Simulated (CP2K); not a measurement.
As:

```
As
1.0
     4.56640    0.00000    0.00000
    -2.28320    3.95462    0.00000
     0.00000    0.00000    2.83374
As
2
Direct
  0.33333 0.66667 0.00000
  0.66667 0.33333 0.00000
```

The cell was built by a generator and needn't be a form met in nature.

Base run:

```yaml
Program: CP2K 2026.2
Functional: BLYP
Potentials_or_basis: POTENTIAL_UZH As GTH-PBE-q5; TZVP-MOLOPT-PBE-GTH basis
Density_cutoff: 9184 eV
k_mesh: 7 × 7 × 9
Occupations: fermi-dirac, width 0.05 eV
Spin: no spin polarisation
```

Its results: band gap on the k mesh none (metal or under the smearing width); pressure 4.0 GPa.

Problem. The run is repeated on the same cell with these changes: functional from BLYP to rev-vdW-DF2. What comes out?

Solution. Band gap on the k mesh none (metal or under the smearing width); pressure 0.5 GPa.

Caveats: the potentials were made for another functional, which shifts forces and pressure; the basis of atomic orbitals isn't converged, which shifts pressures, moduli and gaps.
